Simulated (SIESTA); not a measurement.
Runs of SIESTA 5.4.2 on Sb. The structure is hexagonal, space group P6_3/mmc (No. 194). Conventional cell: a = 3.355 Å, b = 3.355 Å, c = 5.470 Å, α = 90.00°, β = 90.00°, γ = 120.00°. Sb (site symmetry -6m2) is surrounded by 12 Sb at 3.35 Å. This isn't the form of Sb at room conditions, which is rhombohedral.

```tsv
task	level	potentials or basis	cell	k mesh	broadening (eV)	window to (eV)	polarisation	direction	optical mesh offset	grid cutoff	gap on the mesh (eV)	pressure (GPa)	V0 of scaled cells (Å³/atom)	B0 (GPa)
equation of state	PBEsol	PseudoDojo 0.4 standard (PBEsol files), DZP (energy shift 0.003 Ry; two zetas on semicore shells)	as given	9 × 9 × 5	-	-	-	-	-	500 Ry	-	-	26.78	67
equation of state	LDA	PseudoDojo 0.4 standard (LDA files), DZP (energy shift 0.003 Ry; two zetas on semicore shells)	as given	9 × 9 × 5	-	-	-	-	-	500 Ry	-	-	26.28	(b)
optical spectrum	PBEsol	PseudoDojo 0.4 standard (PBEsol files), DZP (energy shift 0.003 Ry; two zetas on semicore shells)	as given	9 × 9 × 5	0.2 eV	40 eV	unpolarized	0.0 0.0 1.0	true	500 Ry	none	(a)	-	-
relaxation of cell and atoms	PBEsol	PseudoDojo 0.4 standard (PBEsol files), DZP (energy shift 0.003 Ry; two zetas on semicore shells)	relaxed	7 × 7 × 4	-	-	-	-	-	750 Ry	none	0.0	-	-
band structure	LDA	PseudoDojo 0.4 standard (LDA files), DZP (energy shift 0.003 Ry; two zetas on semicore shells)	as given	9 × 9 × 5	-	-	-	-	-	500 Ry	none	-0.9	-	-
```

Alike in all rows: no spin polarisation; smearing fermi-dirac 0.05 eV; energy shift 0.003 Ry.

Q: Fill in the values left out.

A: (a) 0.3; (b) 69.

Caveats: the basis of atomic orbitals isn't converged, which shifts pressures, moduli and gaps; the cell was scaled at fixed shape and fractional positions, which overstates the stiffness of a crystal with free parameters, most of all of layers and chains (some runs); the basis holds too few empty states to meet the f-sum rule, so the spectrum is short of weight at high energy (some runs).

A k mesh can miss the band edges, and the runs leave out spin-orbit coupling on Sb.

A gap of «none» marks a metal or a gap under the smearing width.

Not every run made on this cell is shown here.
